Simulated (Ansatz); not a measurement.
BaTiO3:

```
Ba Ti O
1.0
     2.82737    1.63238    2.31839
    -2.82737    1.63238    2.31839
     0.00000   -3.26476    2.31839
Ba Ti O
1 1 3
Direct
  0.00000 0.00000 0.00000
  0.48450 0.48450 0.48450
  0.50860 0.01750 0.50860
  0.01750 0.50860 0.50860
  0.50860 0.50860 0.01750
```

* Program: Ansatz 0.2.0
* Task: relaxation of cell and atoms
* Functional: PBE
* Potentials or basis: Ansatz PAW
* Cutoff: 420 eV (not typed: the program's choice for these potentials)
* k mesh: 7 × 7 × 7
* Occupations: fermi-dirac, width 0.05 eV
* Spin: no spin polarisation
* Hubbard terms: Ti d U = 5 eV

At the start: volume 12.84 Å³/atom.

Question: Where does the relaxation end?

Answer: It ends after 9 steps and the volume is 13.27 Å³/atom (+3.3 %); space group R3m (No. 160, to 0.05 Å).

Step by step:
```tsv
step	energy change (eV)	largest force (eV/Å)	volume (Å³)
1	0.0000	0.7042	64.20
2	-0.0213	0.4317	67.13
3	-0.0467	0.1478	66.74
4	-0.0474	0.1633	66.69
5	-0.0522	0.0784	65.85
6	-0.0529	0.0018	66.20
7	-0.0608	0.0018	66.20
8	-0.0604	0.0018	66.34
9	-0.0608	0.0019	66.34
```

Final structure:
```
CELL_PARAMETERS angstrom
2.85928 1.65080 2.34233
-2.85928 1.65080 2.34233
0.00000 -3.30161 2.34233
ATOMIC_POSITIONS crystal
Ba 0.99795 0.99795 0.99795
Ti 0.48942 0.48942 0.48942
O 0.50841 0.01500 0.50841
O 0.01500 0.50841 0.50841
O 0.50841 0.50841 0.01500
```

Caveat: the plane-wave basis is chosen anew once the cell has moved, so the energies of steps on either side of that aren't comparable; the pressure holds a Pulay correction of +0.5 GPa for the finite cutoff.
